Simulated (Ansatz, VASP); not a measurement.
# Sc in VASP and in Ansatz

Contents of INCAR:

```
SYSTEM = Sc
ALGO = Normal ; EDIFF = 1E-8
ENCUT = 520 ; GGA = CA
ISIF = 2 ; ISMEAR = -1
LASPH = .True. ; LCHARG = .False.
LEFG = .True. ; LREAL = .False.
LWAVE = .False. ; NBANDS = 18
NELM = 80 ; PREC = Accurate
SIGMA = 0.03
```

File KPOINTS:

```
k-points
0
Gamma
  13 13 7
  0 0 0
```

File POSCAR:

```
Sc
1.0
    3.2412524567      0.0000000000      0.0000000000
   -1.6206262283      2.8070069676      0.0000000000
    0.0000000000      0.0000000000      5.1604596207
Sc
2
Direct
    0.3333333333      0.6666666667      0.2500000000
    0.6666666667      0.3333333333      0.7500000000
```

Input for Ansatz:

```yaml
crystal:
  lattice:
    - [3.2412524567, 0.0, 0.0]
    - [-1.6206262283, 2.8070069676, 0.0]
    - [0.0, 0.0, 5.1604596207]
  atoms:
    - { symbol: Sc, position: [0.3333333333, 0.6666666667, 0.25] }
    - { symbol: Sc, position: [0.6666666667, 0.3333333333, 0.75] }
kpoints:
  mp_grid: { grid: [13, 13, 7] }
scf:
  occupations: { method: fermi_dirac, width: 0.03 }
hamiltonian:
  xc: lda
  pseudopotentials: { kind: all_electron, datasets: crystal }
output:
  forces: true
  stress: true
  eigenvalues: true
  efg: { contact_densities: true }
```

Change from the starting cell: volume scaled by 0.94, crystal datasets.

Alike in both runs: task electric field gradients; functional LDA; k mesh 13 × 13 × 7; occupations fermi-dirac, width 0.03 eV; no spin polarisation.

|  | VASP | Ansatz |
| --- | --- | --- |
| version | VASP 6.6.1 | Ansatz 0.2.0 |
| potentials or method | VASP PAW LDA potentials, release 64 (Sc_sv) | all-electron PAW with datasets made for the crystal, scalar-relativistic |
| plane-wave cutoff (eV) | 520 | see its input |

```csv
,VASP,Ansatz,Ansatz less VASP
pressure (GPa),-2.2,-2.3,-0.07
largest component of the traceless stress (GPa),1.42,1.43,+0.002
Vzz of the field gradient on the site that differs most (V/Å²),11.5,10.7,-0.83
```

Ansatz ran all-electron here, so the differences hold the error of VASP's frozen core and of both bases.
